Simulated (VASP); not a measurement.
A run of VASP 6.6.1 is set up as follows.

File INCAR:

```
SYSTEM = FeO
ALGO = Normal ; EDIFF = 1E-6
ENCUT = 450 ; GGA = PS
ISIF = 2 ; ISMEAR = 0
ISPIN = 2 ; LASPH = .TRUE.
LCHARG = .FALSE. ; LDAU = .TRUE.
LDAUJ = 0 0 ; LDAUL = 2 -1
LDAUPRINT = 1 ; LDAUTYPE = 2
LDAUU = 4 0 ; LMAXMIX = 4
LORBIT = 11 ; LREAL = .FALSE.
LWAVE = .FALSE. ; MAGMOM = 4 4 0 0
NBANDS = 26 ; NELM = 150
PREC = Accurate ; SIGMA = 0.05
```

Contents of KPOINTS:

```
k-points
0
G
  9 9 9
  0 0 0
```

The input POSCAR:

```
FeO
1.0
    1.5176821100     -0.8762341700      5.0315891600
   -1.5176821100     -0.8762341700      5.0315891600
    0.0000000000     -3.5049367000      5.0315891600
Fe O
2 2
Direct
    0.0000000000      0.0000000000      0.0000000000
    0.0000000000      0.0000000000      0.5000000000
    0.5000000000      0.5000000000      0.7500000000
    0.5000000000      0.5000000000      0.2500000000
```

Potentials or basis: VASP PAW PBE potentials, release 64 (Fe, O).

Run with:

```console
$ cat potpaw_PBE.64/Fe/POTCAR potpaw_PBE.64/O/POTCAR > POTCAR
$ mpirun -np 1 vasp_std > vasp.out
```

**Question.** Predict the band gap on the k mesh.

**Answer.** None (metal or under the smearing width).

**Question.** Estimate the site moments.

**Answer.** Fe +3.81; O +0.21 μB.

**Question.** Predict the net moment.

**Answer.** 8.01 μB per cell.

Eigenvalues of the final occupation matrices:
| site | spin | trace | eigenvalues |
| --- | --- | --- | --- |
| site 1 d | 1 | 4.93 | 0.97 0.97 0.97 1.02 1.02 |
| site 1 d | 2 | 1.16 | 0.11 0.11 0.31 0.31 0.31 |
| site 2 d | 1 | 4.93 | 0.97 0.97 0.97 1.02 1.02 |
| site 2 d | 2 | 1.16 | 0.11 0.11 0.31 0.31 0.31 |

 The state reached can hang on the start; a lower one may exist.
